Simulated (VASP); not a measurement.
Set up this calculation in VASP 6.6.1, as the native input.

| Item | Value |
| --- | --- |
| Task | relaxation of cell and atoms |
| Functional | PBEsol |
| Potentials or basis | VASP PAW PBE potentials, release 64 (Se) |
| Cutoff | 600 eV |
| k mesh | 15 × 15 × 13 |
| Occupations | gaussian, width 0.03 eV |
| Spin | no spin polarisation |
| Target pressure | 110 GPa |
| Further INCAR settings | ALGO = Normal; EDIFF = 1e-07; IBRION = 2; EDIFFG = -0.005; NSW = 90; ISIF = 3 |
| Target pressure | 110 GPa |

The structure of Se lies in POSCAR:

```
Se                                      
1.0
    1.9601556084      1.1316963683      0.9209761819
   -1.9601556084      1.1316963683      0.9209761819
   -0.0000000000     -2.2633927366      0.9209761819
  Se            
     1
Direct
     0.0000000000000000    0.0000000000000000    0.0000000000000000
```

This isn't the form of Se at room conditions, which is trigonal, of chains.

These files were run (other wordings do the same):

INCAR

```
SYSTEM = Se
PREC = Accurate
ENCUT = 600
EDIFF = 1E-7
ISMEAR = 0
SIGMA = 0.03
LREAL = .FALSE.
LASPH = .TRUE.
NELM = 80
ALGO = Normal
ISIF = 3
LWAVE = .FALSE.
LCHARG = .FALSE.
GGA = PS
IBRION = 2
NSW = 90
EDIFFG = -0.005
PSTRESS = 1100.0
```

KPOINTS

```
Automatic mesh
0
G
  15 15 13
  0 0 0
```

Potentials or basis: VASP PAW PBE potentials, release 64 (Se).

Launch:

```sh
$ cat potpaw_PBE.64/Se/POTCAR > POTCAR
$ mpirun -np 1 vasp_std > vasp.out
```

It gave:

```
Pressure after relaxing : 110.0 GPa
Band gap on the k mesh  : none (metal or under the smearing width)
```

Caveat: the relaxation stopped at its first step, so nothing moved; the cell is relaxed towards a set pressure, so the enthalpy falls and the energy may rise; the PAW data sets were made with another functional, which shifts forces and pressure a little.

Wall time 79 s on 1 thread of AMD EPYC 7R43 64-Core Processor (Zen 3) (shared host), peak memory 0.16 GiB.
